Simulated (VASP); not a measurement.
# Cu: work function with LDA

Slab: Cu, a slab with vacuum.

```xyz
9
Lattice="2.4911 0.0000 0.0000 0.0000 2.4911 0.0000 0.0000 0.0000 29.0920" Properties=species:S:1:pos:R:3 pbc="T T T"
Cu    0.0000    0.0000    7.5312
Cu    1.2456    1.2456    9.2419
Cu    0.0000    0.0000   11.0141
Cu    1.2456    1.2456   12.7807
Cu    0.0000    0.0000   14.5460
Cu    1.2456    1.2456   16.3113
Cu    2.4911    2.4911   18.0779
Cu    1.2456    1.2456   19.8501
Cu    0.0000    0.0000   21.5608
```

The cell was built by a generator and needn't be a form met in nature.

* Program: VASP 6.6.1
* Task: work function
* Functional: LDA
* Potentials or basis: VASP PAW LDA potentials, release 64 (Cu)
* Cutoff: 520 eV
* k mesh: 18 × 18 × 1
* Occupations: methfessel-paxton, width 0.2 eV
* Spin: no spin polarisation
* Further INCAR settings: ALGO = Normal; EDIFF = 1e-06

```yaml
Largest_force: 0.008 eV/Å
Band_gap_on_the_k_mesh: none (metal or under the smearing width)
```

Forces on the atoms (eV/Å):
```
Cu   0.000  0.000  0.006
Cu   0.000  0.000  0.008
Cu   0.000  0.000  0.007
Cu   0.000  0.000 -0.004
Cu   0.000  0.000  0.000
Cu   0.000  0.000  0.004
Cu   0.000  0.000 -0.007
Cu   0.000  0.000 -0.008
Cu   0.000  0.000 -0.006
```

Levels at points of the mesh, in eV from the Fermi level:
```tsv
k point	band 48	band 49	band 50	band 51	band 52	band 53
(0.00, 0.00, 0.00)	-1.63	-1.57	-1.57	-1.57	-1.57	-0.60
(0.50, 0.00, 0.00)	-0.56	-0.45	-0.35	-0.28	-0.26	-0.07
(0.50, 0.50, 0.00)	2.56	2.56	3.65	3.65	4.96	4.96
```

Run time: 74 s on 8 MPI ranks on AMD EPYC 9R45 96-Core Processor (Zen 5), on a shared host, peak memory 0.53 GiB a rank.
